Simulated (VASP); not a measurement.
# CuAu (P4/mmm) in VASP: single point with HSE06

Aim: the single point of CuAu with HSE06.

Program: VASP 6.6.1. These are calculated values, not measurements. Logs are shortened: lines on timing, memory, paths and dates and some standing lists are left out, and cuts for length are marked.

### Step 1. The structure

The structure is tetragonal, space group P4/mmm (No. 123). Conventional cell: a = 2.833 Å, b = 2.833 Å, c = 3.547 Å, α = 90.00°, β = 90.00°, γ = 90.00°. Around Cu (site symmetry 4/mmm) lie 8 Au at 2.68 Å and 4 Cu at 2.83 Å. Au (site symmetry 4/mmm) is surrounded by 8 Cu at 2.68 Å and 4 Au at 2.83 Å.

The cell comes from a database or a generator and needn't be the stable form of this composition.

### Step 2. Single point, HSE06

POSCAR

```
CuAu
1.0
    2.8325200000      0.0000000000      0.0000000000
    0.0000000000      2.8325200000      0.0000000000
    0.0000000000      0.0000000000      3.5471100000
Cu Au
1 1
Direct
    0.5000000000      0.5000000000      0.5000000000
    0.0000000000      0.0000000000      1.0000000000
```

INCAR.step1

```
PREC = Accurate
ENCUT = 520
EDIFF = 1E-5
ISMEAR = 0
SIGMA = 0.1
LREAL = F
LASPH = T
NELM = 60
ALGO = Normal
ISIF = 2
LWAVE = T
LCHARG = F
GGA = PE
```

INCAR.step2

```
PREC = Accurate
ENCUT = 520
EDIFF = 1E-6
ISMEAR = 0
SIGMA = 0.1
LREAL = F
LASPH = T
NELM = 60
ALGO = Normal
ISIF = 2
LWAVE = F
LCHARG = F
GGA = PE
LHFCALC = T
HFSCREEN = 0.2
PRECFOCK = Fast
ISTART = 1
```

KPOINTS

```
Automatic mesh
0
Gamma
  8 8 6
```

Potentials or basis: VASP PAW PBE potentials, release 64 (Cu, Au).

Launch:

```bash
> cat potpaw_PBE.64/Cu/POTCAR potpaw_PBE.64/Au/POTCAR > POTCAR
> cp INCAR.step1 INCAR
> mpirun -np 1 vasp_std > vasp.out
> cp INCAR.step2 INCAR
> mpirun -np 1 vasp_std > vasp.out
```

OUTCAR:

```text
PREC = Accurate
   ENCUT = 520
   EDIFF = 1E-6
   ISMEAR = 0
   LREAL = F
   LASPH = T
   NELM = 60
   ISIF = 2
   GGA = PE
   LHFCALC = T
   HFSCREEN = 0.2
   PRECFOCK = Fast
   ISTART = 1

 ion  position               nearest neighbor table
   1  0.500  0.500  0.500-   2 2.68   2 2.68   2 2.68   2 2.68   2 2.68   2 2.68   2 2.68   2 2.68

   2  0.000  0.000  0.000-   1 2.68   1 2.68   1 2.68   1 2.68   1 2.68   1 2.68   1 2.68   1 2.68

  LATTYP: Found a simple tetragonal cell.
 ALAT       =     2.8325200000
 C/A-ratio  =     1.2522806547

  Lattice vectors:

 A1 = (   2.8325200000,   0.0000000000,   0.0000000000)
 A2 = (   0.0000000000,   2.8325200000,   0.0000000000)
 A3 = (   0.0000000000,   0.0000000000,   3.5471100000)

Analysis of symmetry for initial positions (statically):
=====================================================================
 Subroutine PRICEL returns:
 Original cell was already a primitive cell.

 Routine SETGRP: Setting up the symmetry group for a
 simple tetragonal supercell.

 Subroutine GETGRP returns: Found 16 space group operations
 (whereof 16 operations were pure point group operations)
 out of a pool of 16 trial point group operations.

The static configuration has the point symmetry D_4h.

Analysis of symmetry for dynamics (positions and initial velocities):
=====================================================================
 Subroutine PRICEL returns:
 Original cell was already a primitive cell.

 Routine SETGRP: Setting up the symmetry group for a
 simple tetragonal supercell.

 Subroutine GETGRP returns: Found 16 space group operations
 (whereof 16 operations were pure point group operations)
 out of a pool of 16 trial point group operations.

The dynamic configuration has the point symmetry D_4h.

 Subroutine INISYM returns: Found 16 space group operations
 (whereof 16 operations are pure point group operations),
 and found     1 'primitive' translations

----------------------------------------------------------------------------------------

                                     Primitive cell

  volume of cell :      28.4591

  direct lattice vectors                    reciprocal lattice vectors
     2.832520000  0.000000000  0.000000000     0.353042520  0.000000000  0.000000000
     0.000000000  2.832520000  0.000000000     0.000000000  0.353042520  0.000000000
     0.000000000  0.000000000  3.547110000     0.000000000  0.000000000  0.281919647

  length of vectors
     2.832520000  2.832520000  3.547110000     0.353042520  0.353042520  0.281919647

  position of ions in fractional coordinates (direct lattice)
     0.500000000  0.500000000  0.500000000
     0.000000000  0.000000000  0.000000000

  ion indices of the primitive-cell ions
   primitive index   ion index
                 1           1
                 2           2

----------------------------------------------------------------------------------------

 KPOINTS: Automatic mesh

Automatic generation of k-mesh.
 Grid dimensions read from file:
 generate k-points for:    8    8    6

 Generating k-lattice:

  Cartesian coordinates                     Fractional coordinates (reciprocal lattice)
     0.044130315  0.000000000  0.000000000     0.125000000  0.000000000  0.000000000
     0.000000000  0.044130315  0.000000000     0.000000000  0.125000000  0.000000000
     0.000000000  0.000000000  0.046986608     0.000000000  0.000000000  0.166666667

  Length of vectors
     0.044130315  0.044130315  0.046986608

  Shift w.r.t. Gamma in fractional coordinates (k-lattice)
     0.000000000  0.000000000  0.000000000

 Subroutine IBZKPT returns following result:
 ===========================================

 Found     60 irreducible k-points:

 Following reciprocal coordinates:
            Coordinates               Weight
  0.000000  0.000000  0.000000      1.000000
  0.125000  0.000000  0.000000      4.000000
  0.250000  0.000000  0.000000      4.000000
  0.375000  0.000000  0.000000      4.000000
  0.500000  0.000000  0.000000      2.000000
  0.125000  0.125000  0.000000      4.000000
[... 16 lines left out ...]
  0.375000  0.125000  0.166667     16.000000
  0.500000  0.125000  0.166667      8.000000
 [... further k-points ...]
   k-points           NKPTS =     60   k-points in BZ     NKDIM =    384   number of bands    NBANDS=     15
   number of dos      NEDOS =    301   number of ions     NIONS =      2
   total plane-waves  NPLWV =  16128
   dimension x,y,z NGX =    24 NGY =   24 NGZ =   28
   dimension x,y,z NGXF=    48 NGYF=   48 NGZF=   56
   ions per type =               1   1
   NGX,Y,Z   is equivalent  to a cutoff of  14.09, 14.09, 13.12 a.u.
   NGXF,Y,Z  is equivalent  to a cutoff of  28.17, 28.17, 26.25 a.u.
 SYSTEM =  unknown system
   PREC   = accura    normal or accurate (medium, high low for compatibility)
   ISTART =      1    job   : 0-new  1-cont  2-samecut
   ICHARG =      0    charge: 1-file 2-atom 10-const
   ISPIN  =      1    spin polarized calculation?
   LNONCOLLINEAR =      F non collinear calculations
   LSORBIT =      F    spin-orbit coupling
   LASPH  =      T    aspherical Exc in radial PAW
   ENCUT  =  520.0 eV  38.22 Ry    6.18 a.u.   5.27  5.27  6.60*2*pi/ulx,y,z
   NELM   =     60;   NELMIN=  2; NELMDL=  0     # of ELM steps
   EDIFF  = 0.1E-05   stopping-criterion for ELM
   LREAL  =      F    real-space projection
   EDIFFG = 0.1E-04   stopping-criterion for IOM
   NSW    =      0    number of steps for IOM
   IBRION =     -1    ionic relax: 0-MD 1-quasi-New 2-CG
   NFREE  =      0    steps in history (QN), initial steepest desc. (CG)
   ISIF   =      2    stress and relaxation
   ISYM   =      3    0-nonsym 1-usesym 2-fastsym
   POTIM  = 0.5000    time-step for ionic-motion
   TEBEG  =    0.0;   TEEND  =   0.0 temperature during run
   PSTRESS=    0.0 pullay stress
   NELECT =      22.0000    total number of electrons
   NUPDOWN=      -1.0000    fix difference up-down
   EMIN   =  10.00;   EMAX   =-10.00  energy-range for DOS
   EFERMI =   0.00;   METHOD = LEGACY
   ISMEAR =     0;   SIGMA  =   0.10  broadening in eV -4-tet -1-fermi 0-gaus
   EFERMI_NEDOS =   21; number of points for ismear=-14 and -15
   IALGO  =     38    algorithm
   IMIX   =      1    mixing-type and parameters
     AMIX     =   0.40;   BMIX     =  1.00
     AMIX_MAG =   1.60;   BMIX_MAG =  1.00
  volume/ion in A,a.u.               =      14.23        96.03
  Fermi-wavevector in a.u.,A,eV,Ry     =   1.502481  2.839276 30.714441  2.257448
  Thomas-Fermi vector in A             =   2.613716
   LORBIT       =      0    0 simple, 1 ext, 2 COOP (PROOUT), +10 PAW based schemes
   GGA     = PE    functional components
   LHFCALC =     T    Hartree Fock is set to
   PRECFOCK=fast      Normal, Fast or Accurate (Low or Medium for compatibility)
   ENCUT4O =  -1.0   cutoff for four orbital integrals eV
   NKREDX  =     1    reduce k-point grid by
   NKREDY  =     1    reduce k-point grid by
   NKREDZ  =     1    reduce k-point grid by
   AEXX    =    0.2500 exact exchange contribution
   HFSCREEN=    0.2000 screening length (either q_TF or 0.3 A-1)
   HFSCREENC=   0.2000 screening length for correlation (either q_TF or 0.3 A-1)
   ENCUTFOCK=  -1.0 apply spherical cutoff to Coloumb kernel
   IVDW    =     0    specifies the selected vdW correction
   LEPSILON=     F    determine dielectric tensor
   LRPA    =     F    only Hartree local field effects (RPA)
 non-spin polarized calculation
 Gauss-broadening in eV      SIGMA  =   0.10
  energy-cutoff  :      520.00
  volume of cell :       28.46
 maximum number of plane-waves:       781
 NGX is ok and might be reduce to    24
  NGX = 12; NGY = 12; NGZ = 16

 number of electron      21.9999989 magnetization

 Free energy of the ion-electron system (eV)
  ---------------------------------------------------
  ext. energy  EPLUGINS =         0.00000000
  ---------------------------------------------------
  free energy    TOTEN  =        -7.22251277 eV

  energy without entropy =       -7.22039110  energy(sigma->0) =       -7.22145194

 E-fermi :   8.5851     XC(G=0): -10.3882

 val. band max:        8.5261106357   @ k =   0.3750   0.1250   0.5000
 cond. band min:       8.6042356622   @ k =   0.5000   0.2500   0.0000
 fundamental gap:      0.0781250265
 Fermi energy:         8.5850680279

 k-point     1 :       0.0000    0.0000    0.0000
  band No.  band energies     occupation
      1      -2.1991      2.00000
      2       0.8274      2.00000
      3       0.9115      2.00000
      4       3.3926      2.00000
      5       3.3926      2.00000
      6       4.4073      2.00000
      7       4.5901      2.00000
      8       5.3164      2.00000
      9       5.9037      2.00000
     10       6.2470      2.00000
     11       6.2470      2.00000
     12      12.0981      0.00000
     13      19.0895      0.00000
     14      19.3938      0.00000
     15      19.3938      0.00000

 k-point     2 :       0.1250    0.0000    0.0000
  band No.  band energies     occupation
      1      -1.8012      2.00000
      2       0.9874      2.00000
      3       1.1568      2.00000
      4       3.2362      2.00000
      5       3.4926      2.00000
      6       4.2913      2.00000
      7       4.6443      2.00000
      8       5.2923      2.00000
      9       5.7078      2.00000
     10       5.7725      2.00000
     11       6.1486      2.00000
     12      13.0552      0.00000
     13      17.0519      0.00000
     14      19.3599      0.00000
     15      20.0489      0.00000
[... 365 lines left out ...]
      3       2.3095      2.00000
      4       2.7390      2.00000
      5       3.3187      2.00000
      6       3.9077      2.00000
      7       4.6930      2.00000
      8       4.8709      2.00000
      9       5.5432      2.00000
     10       5.8841      2.00000
     11       5.9326      2.00000
     12      11.1140      0.00000
     13      15.1075      0.00000
     14      20.1608      0.00000
     15      21.5343      0.00000

 k-point    24 :       0.5000    0.1250    0.1667
  band No.  band energies     occupation
      1       1.4666      2.00000
      2       1.4801      2.00000
      3       2.4314      2.00000
      4       2.5945      2.00000
      5       3.3857      2.00000
      6       4.2865      2.00000
      7       4.6942      2.00000
      8       4.7475      2.00000
      9       5.6753      2.00000
     10       5.7570      2.00000
     11       7.6197      2.00000
     12       8.4514      1.94136
     13      17.0451      0.00000
     14      17.8056      0.00000
     15      23.0294      0.00000

 [... further k-points ...]

------------------------ aborting loop because EDIFF is reached ----------------------------------------

  FORCE on cell =-STRESS in cart. coord.  units (eV):
  Direction    XX          YY          ZZ          XY          YZ          ZX
  --------------------------------------------------------------------------------------
  -------------------------------------------------------------------------------------
  Total        1.1592084      1.1592084      1.2214833      0.0000000      0.0000000     -0.0000000
  in kB       65.2606626     65.2606626     68.7665927      0.0000000      0.0000000     -0.0000000
  external PRESSURE =      66.4293060 kB  Pullay stress =       0.0000000 kB

 VOLUME and BASIS-vectors are now :
 -----------------------------------------------------------------------------
  energy-cutoff  :      520.00
  volume of cell :       28.46
      direct lattice vectors                 reciprocal lattice vectors
     2.832520000  0.000000000  0.000000000     0.353042520  0.000000000  0.000000000
     0.000000000  2.832520000  0.000000000     0.000000000  0.353042520  0.000000000
     0.000000000  0.000000000  3.547110000     0.000000000  0.000000000  0.281919647

 POSITION                                       TOTAL-FORCE (eV/Angst)
 -----------------------------------------------------------------------------------
      1.41626      1.41626      1.77355         0.000000      0.000000      0.000000
      0.00000      0.00000      0.00000         0.000000      0.000000      0.000000
 -----------------------------------------------------------------------------------
    total drift:                               -0.000000     -0.000001     -0.000000

  FREE ENERGIE OF THE ION-ELECTRON SYSTEM (eV)
  ---------------------------------------------------
  free  energy   TOTEN  =        -7.2225127736 eV

  energy  without entropy=       -7.2203911016  energy(sigma->0) =       -7.22145194
```

Wall time 75 min (1 thread of AMD EPYC 9R45 (Zen 5), shared host); peak memory 0.26 GiB.

Results:

```
Free energy            : -7.2225 eV
Pressure               : 6.6 GPa
Band gap on the k mesh : none (metal or under the smearing width)
```

Levels at points of the mesh, in eV from the Fermi level:
| k point | band 9 | band 10 | band 11 | band 12 | band 13 | band 14 |
| --- | --- | --- | --- | --- | --- | --- |
| (0.00, 0.00, 0.00) | -2.68 | -2.34 | -2.34 | 3.51 | 10.50 | 10.81 |
| (0.50, 0.00, 0.00) | -3.65 | -3.37 | -1.55 | -0.36 | 11.36 | 11.38 |
| (0.50, 0.50, 0.00) | -2.17 | -2.17 | 0.81 | 0.81 | 5.89 | 8.07 |
| (0.00, 0.00, 0.50) | -3.53 | -3.53 | -3.31 | -3.21 | 15.46 | 15.93 |
| (0.50, 0.00, 0.50) | -2.47 | -2.38 | -0.96 | -0.88 | 3.46 | 5.74 |
| (0.50, 0.50, 0.50) | -2.87 | -2.39 | 6.41 | 6.41 | 6.67 | 7.34 |

Caveat: the PAW data sets were made with another functional, which shifts forces and pressure a little. Spin-orbit coupling is left out, which matters for the levels of Au.
